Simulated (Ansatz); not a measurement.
# AlRu: the cost of one run

Method: DFT PBE, scalar-relativistic, plane waves, PAW, in Ansatz 0.2.0.

2 further runs of the same task are left out: 2 set aside as unsound or not needed.

## (1) The starting structure

Symmetry: Pm-3m, No. 221, cubic system. The conventional cell has a = 3.004 Å, b = 3.004 Å, c = 3.004 Å, α = 90.00°, β = 90.00°, γ = 90.00°. Al (site symmetry m-3m) has 8 Ru at 2.60 Å in its first shell of neighbours. Ru (site symmetry m-3m) is surrounded by 8 Al at 2.60 Å.

As a file:

```xyz
2
Lattice="3.0041 0.0000 0.0000 0.0000 3.0041 0.0000 0.0000 0.0000 3.0041" Properties=species:S:1:pos:R:3 pbc="T T T"
Al    0.0000    0.0000    0.0000
Ru    1.5020    1.5020    1.5020
```

This cell was relaxed beforehand with the same method: volume 13.56 Å³/atom, gap on the mesh none (metal).

## (2) Next: the [111] wire, 16 host atoms a period

The wire is cut from the relaxed crystal, periodic along c with vacuum across. Atoms and period relax; energies count from the bulk, -3208.7309 eV an atom.

The cell holds 8 Al, 8 Ru: a = 13.900 Å, b = 13.500 Å, c = 5.203 Å, α = 90.00°, β = 90.00°, γ = 90.00°.

## (3) Relaxation

Pressure and volume refer to the whole cell with its vacuum; only the period along c may change.

Contents of input.yaml:

```yaml
crystal:
  lattice:
    - [13.9, 0.0, 0.0]
    - [0.0, 13.5, 0.0]
    - [0.0, 0.0, 5.2032273731]
  atoms:
    - { symbol: Al, position: [0.3235377765, 0.3426512089, 0.0] }
    - { symbol: Al, position: [0.3235377765, 0.6573487911, 0.0] }
    - { symbol: Al, position: [0.5882311117, 0.5, 0.0] }
    - { symbol: Al, position: [0.5, 0.3426512089, 0.3333333333] }
    - { symbol: Al, position: [0.5, 0.6573487911, 0.3333333333] }
    - { symbol: Al, position: [0.4117688883, 0.5, 0.6666666667] }
    - { symbol: Al, position: [0.6764622235, 0.3426512089, 0.6666666667] }
    - { symbol: Al, position: [0.6764622235, 0.6573487911, 0.6666666667] }
    - { symbol: Ru, position: [0.4117688883, 0.5, 0.1666666667] }
    - { symbol: Ru, position: [0.3235377765, 0.3426512089, 0.5] }
    - { symbol: Ru, position: [0.3235377765, 0.6573487911, 0.5] }
    - { symbol: Ru, position: [0.6764622235, 0.3426512089, 0.1666666667] }
    - { symbol: Ru, position: [0.6764622235, 0.6573487911, 0.1666666667] }
    - { symbol: Ru, position: [0.5882311117, 0.5, 0.5] }
    - { symbol: Ru, position: [0.5, 0.3426512089, 0.8333333333] }
    - { symbol: Ru, position: [0.5, 0.6573487911, 0.8333333333] }
basis:
  ecutwfc: 420
kpoints:
  mp_grid: { grid: [1, 1, 11] }
hamiltonian:
  xc: pbe
scf:
  occupations: { method: gaussian, width: 0.05 }
output:
  forces: true
  stress: true
  eigenvalues: true
  populations: true
  write_density: true
  write_potential: true
  elf: true
  volumetric_format: npy
relax:
  adjacent_minimum: "off"
  f_tol: 0.02
  max_steps: 45
  cell: { fix: [a, b, alpha, beta, gamma], stress_tol: 0.03 }
```

Command:

```
$ ansatz run input.yaml --threads 4 --pin off --max-ram 11264MiB --backend cpu --events-out ev --progress --plain --runs-dir out
```

**Question.** How long does this run take on 4 threads of AMD EPYC 7R43 (Zen 3), shared host, and how much memory does it need?

About 2.5 min, with a peak of 2.3 GiB.
